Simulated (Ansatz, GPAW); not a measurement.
Given: the input of a run of Ansatz 0.2.0 on Sn. 

input.yaml

```yaml
crystal:
  lattice:
    - [-2.9401404553, 2.9401404553, 1.5993019889]
    - [2.9401404553, -2.9401404553, 1.5993019889]
    - [2.9401404553, 2.9401404553, -1.5993019889]
  atoms:
    - { symbol: Sn, position: [0.0, 0.0, 0.0] }
    - { symbol: Sn, position: [0.75, 0.25, 0.5] }
kpoints:
  mp_grid: { grid: [9, 9, 9] }
scf:
  occupations: { method: gaussian, width: 0.02 }
hamiltonian:
  xc: lda
  pseudopotentials: { kind: all_electron, lapw: { basis_error: 0.001 } }
output:
  forces: true
  stress: true
  eigenvalues: true
```

Potentials or basis: all-electron LAPW, scalar-relativistic.

The run is started by

```console
$ ansatz run input.yaml --threads 1 --pin off --max-ram 3072MiB --backend cpu --events-out ev --progress --plain --runs-dir out
```

Task: Set up the same calculation for GPAW 26.7.0 (ASE script). Potentials or basis there: the program's PAW data sets (release 1.2.1) made for this functional, cutoff 600 eV.

Result: As run (cutoffs and basis follow the program's own potentials, and thresholds, step limits or extra output files can differ):

File run.py:

```python
from ase.dft.bandgap import bandgap
from ase.io import read, write
from ase.units import GPa
from gpaw import GPAW, PW

atoms = read('POSCAR')

calc = GPAW(mode=PW(600),
            xc='LDA',
            kpts={'size': (9, 9, 9), 'gamma': True},
            occupations={'name': 'methfessel-paxton', 'order': 0, 'width': 0.02},
            nbands=24,
            convergence={'density': 1e-05, 'energy': 1e-05},
            maxiter=150,
            txt='gpaw.txt')
atoms.calc = calc
energy = atoms.get_potential_energy()
forces = atoms.get_forces()
stress = atoms.get_stress()
calc.write('gs.gpw')
write('result.traj', atoms)
print(f'Energy: {energy:.6f} eV')
print('Forces (eV/A):')
print(forces.round(4))
print('Stress (GPa):', (stress / GPa).round(3))
print('Fermi level:', round(calc.get_fermi_level(), 4), 'eV')
print(f'Gap: {bandgap(calc)[0]:.4f} eV, direct: {bandgap(calc, direct=True)[0]:.4f} eV')
```

POSCAR

```
Sn
1.0
   -2.9401404553      2.9401404553      1.5993019889
    2.9401404553     -2.9401404553      1.5993019889
    2.9401404553      2.9401404553     -1.5993019889
Sn
2
Direct
    0.0000000000      0.0000000000      0.0000000000
    0.7500000000      0.2500000000      0.5000000000
```

Potentials or basis: the program's PAW data sets (release 1.2.1) made for this functional, pw.

Launch:

```console
$ OMP_NUM_THREADS=1 python run.py
```

Both were run:

|  | Ansatz | GPAW |
| --- | --- | --- |
| Pressure | -2.8 GPa | -3.1 GPa |

Where Ansatz's input types no cutoff or centring, it takes its own default and a Γ-centred mesh.

The two programs' LDA may be different fits to the electron gas.

Pressure is positive in compression.
